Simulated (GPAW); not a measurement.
Runs of GPAW 26.7.0 on LiCl. It takes space group Fm-3m (No. 225, cubic). The conventional cell has a = 5.130 Å, b = 5.130 Å, c = 5.130 Å, α = 90.00°, β = 90.00°, γ = 90.00°. Around Cl (site symmetry m-3m) lie 6 Li at 2.56 Å. Li (site symmetry m-3m) has 6 Cl at 2.56 Å as nearest neighbours. 

| task | level | cell | optimizer | fmax | max steps | convergence | gap on the mesh (eV) | pressure (GPa) | relaxed volume (Å³/atom) |
| --- | --- | --- | --- | --- | --- | --- | --- | --- | --- |
| relaxation of cell and atoms | PBEsol+D4 | relaxed | BFGS | 0.02 eV/Å | 60 | density=1e-05 forces=0.0001 | 6.47 | 0.1 | (a) |
| relaxation of cell and atoms | PBEsol+D3(BJ) | relaxed | BFGS | 0.02 eV/Å | 60 | density=1e-05 forces=0.0001 | 6.66 | 0.0 | (b) |
| relaxation of cell and atoms | PBEsol | relaxed | BFGS | 0.02 eV/Å | 60 | density=1e-05 forces=0.0001 | (c) | 0.1 | 16.25 |
| single point | PBEsol | as given | - | - | - | - | 6.12 | -1.2 | - |
| relaxation of cell and atoms | PBEsol+D3(BJ)+ATM | relaxed | BFGS | 0.02 eV/Å | 60 | density=1e-05 forces=0.0001 | 6.61 | 0.0 | 15.56 |
| relaxation of cell and atoms | PBEsol+D3 | relaxed | BFGS | 0.02 eV/Å | 60 | density=1e-05 forces=0.0001 | 6.55 | 0.2 | 15.70 |
| single point | PBEsol | atoms moved at random, drawn with an rms of 0.05 Å | - | - | - | - | 6.11 | -1.0 | - |

Alike in all rows: potentials or basis PAW data sets generated in the run's folder for this functional, pw; no spin polarisation; k mesh 9 × 9 × 9; cutoff (eV) 800; smearing fermi-dirac 0.05 eV.

Estimate the missing entries.

(a) 15.92; (b) 15.44; (c) 6.34.

Caveats: an odd mesh through Γ misses points on the zone boundary, where band edges often lie; later steps reuse the first step's grids (some runs).

Runs at the PBE level aren't shown here.
